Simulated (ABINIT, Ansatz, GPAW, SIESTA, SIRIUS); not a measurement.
**PbO2: 5 runs at one level of theory**

```xyz
3
Lattice="0.0000 2.7020 2.7020 2.7020 0.0000 2.7020 2.7020 2.7020 0.0000" Properties=species:S:1:pos:R:3 pbc="T T T"
Pb    0.0000    0.0000    0.0000
O     4.0530    4.0530    4.0530
O     1.3510    1.3510    1.3510
```

The cell comes from a database or a generator and needn't be the stable form of this composition.

Alike in all runs: task single point; functional PBEsol; k mesh 9 × 9 × 9; occupations fermi-dirac, width 0.05 eV; no spin polarisation; no spin-orbit coupling. Pressure is positive in compression and, in plane waves, holds the error of the finite cutoff.

```
                                                                                      program and potentials  plane-wave cutoff (eV)         notes  pressure (GPa)
                                                             ABINIT, PseudoDojo NC SR PBEsol v0.4.1 standard                    1143             -           -4.80
                                                              Ansatz, all-electron LAPW, scalar-relativistic                       -             -           -5.68
SIESTA, files PseudoDojo sr-pbesol-0.4.1-standard, DZP (energy shift 0.003 Ry; two zetas on semicore shells)                       -  atomic basis           -1.24
                                              SIRIUS, PseudoDojo 0.4.1 PBEsol standard (scalar relativistic)                    1152             -           -4.80
                                                           GPAW, PAW data sets generated for this functional                     800             -           -7.11
```

The pressure spans -7.11 (GPAW, PAW data sets generated for this functional) to -1.24 GPa (SIESTA, files PseudoDojo sr-pbesol-0.4.1-standard, DZP (energy shift 0.003 Ry; two zetas on semicore shells)), with all-electron results at -5.68. The pressure on the cell as given of SIESTA, files PseudoDojo sr-pbesol-0.4.1-standard, DZP (energy shift 0.003 Ry; two zetas on semicore shells) lies far from the others; the cause wasn't traced. Rows in atomic bases carry the error of their basis and grid, which can be large.

Differences between rows come from potentials, basis sets and numerical settings, since the functional is the same but for its coding. Runs on potential files found faulty are left out.
